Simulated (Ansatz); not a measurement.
Put PtS2 in P4_2/mmc (No. 131): Pt on 2d; S on 4h.

All numbers below come from DFT PBE, scalar-relativistic, plane waves, PAW in Ansatz. Cutoff 420 eV, Γ-centred mesh, Gaussian smearing, no spin polarisation.

Formation energies are uncorrected and refer to the elements' standard structures at the same level.

Q: Which cell and coordinates does it relax to?

A:

Space group P4_2/mmc (No. 131). a = 3.737 Å, b = 3.737 Å, c = 9.701 Å, α = 90.00°, β = 90.00°, γ = 90.00°
| atom | site | symmetry | x | y | z |
| --- | --- | --- | --- | --- | --- |
| Pt | 2d | mmm. | 0.5000 | 0.0000 | 0.0000 |
| S | 4h | 2mm. | 0.5000 | 0.5000 | 0.8542 |

Pt has 4 S at 2.34 Å; S has 1 S at 2.02 Å and 2 Pt at 2.34 Å. Another local minimum with the same sites may exist.

Q: Where does its energy lie, and is it a metal?

A: The formation energy is +0.04 eV/atom and the gap on the 10×10×4 mesh of the 6-atom cell is 0 eV (a metal). It can't be a ground state, since the elements alone are lower.

The last run used Gaussian smearing of 0.10 eV. For metals, differences of a few meV/atom aren't resolved. Spin–orbit coupling, which can matter for Pt, is left out. The reference form of S is held partly by dispersion forces, which this level lacks. A structure relaxed within its symmetry needn't be a true minimum. Another cell of PtS2 relaxed alike, in P-3m1 (a cell as deposited in COD), lies 0.41 eV/atom lower, so this cell isn't the stable form at this level.
